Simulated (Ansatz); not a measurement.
Crystal: LiCl.

```
CELL_PARAMETERS angstrom
0.00000 2.56477 2.56477
2.56477 0.00000 2.56477
2.56477 2.56477 0.00000
ATOMIC_POSITIONS crystal
Cl 0.50000 0.50000 0.50000
Li 0.00000 0.00000 0.00000
```

Base run:

| Quantity | Value |
| --- | --- |
| Program | Ansatz 0.2.0 |
| Functional | PBE |
| Potentials or basis | all-electron PAW datasets made for the crystal |
| Cutoff | 220 eV |
| Density cutoff | 880 eV |
| k mesh | 9 × 9 × 9 |
| Occupations | fixed |
| Spin | no spin polarisation |

Its results: band gap on the k mesh 6.33 eV, direct; electronic dielectric tensor (diagonal) 2.96.

Question: The run is repeated on the same cell with these changes: functional from PBE to PBEsol. What comes out?

Answer: Band gap on the k mesh 6.13 eV, direct; electronic dielectric tensor (diagonal) 3.02.

Caveats: the program warned that the printed levels may be off, so bands, gaps and densities of states are rough; an odd mesh through Γ misses points on the zone boundary, where band edges often lie.

Not every run made on this cell is shown here.
